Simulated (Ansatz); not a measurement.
Wanted: the native input for an Ansatz 0.2.0 run.

- Task: relaxation of cell and atoms
- Functional: PBEsol
- Potentials or basis: all-electron LAPW, scalar-relativistic
- Basis error allowed: 0.001 eV/atom
- k mesh: 9 × 9 × 9
- Occupations: fermi-dirac, width 0.05 eV
- Spin: no spin polarisation

Crystal: LiCl.

```
Cl Li
1.0
     0.00000    2.56477    2.56477
     2.56477    0.00000    2.56477
     2.56477    2.56477    0.00000
Cl Li
1 1
Cartesian
  2.5648 2.5648 2.5648
  0.0000 0.0000 0.0000
```

These files were run (other wordings do the same):

input.yaml

```yaml
crystal:
  lattice:
    - [0.0, 2.56477, 2.56477]
    - [2.56477, 0.0, 2.56477]
    - [2.56477, 2.56477, 0.0]
  atoms:
    - { symbol: Cl, position: [0.5, 0.5, 0.5] }
    - { symbol: Li, position: [0.0, 0.0, 0.0] }
kpoints:
  mp_grid: { grid: [9, 9, 9] }
scf:
  occupations: { method: fermi_dirac, width: 0.05 }
hamiltonian:
  xc: pbesol
  pseudopotentials: { kind: all_electron, lapw: { basis_error: 0.001 } }
output:
  forces: true
  stress: true
relax:
  f_tol: 0.02
  max_steps: 60
  cell: {}
```

Potentials or basis: all-electron LAPW, scalar-relativistic.

Run with:

```sh
$ ansatz run input.yaml --threads 1 --pin off --max-ram 3072MiB --backend cpu --events-out ev --progress --plain --runs-dir out
```

It gave:

```json
{
  "Relaxed volume": "16.21 Å³/atom",
  "Relaxed cell": "a = 3.579 Å, b = 3.579 Å, c = 3.579 Å, α = 60.00°, β = 60.00°, γ = 60.00°",
  "Space group after relaxing (to 0.05 Å)": "Fm-3m (No. 225)",
  "Energy gained by relaxing": "2.6 meV/atom",
  "Ionic steps": "4",
  "Pressure after relaxing": "0.0 GPa",
  "Band gap on the k mesh": "6.36 eV"
}
```

Caveat: an odd mesh through Γ misses points on the zone boundary, where band edges often lie.

Wall time 5.9 s on 1 thread of Arm Neoverse V2, with other jobs on the host, peak memory 0.23 GiB.
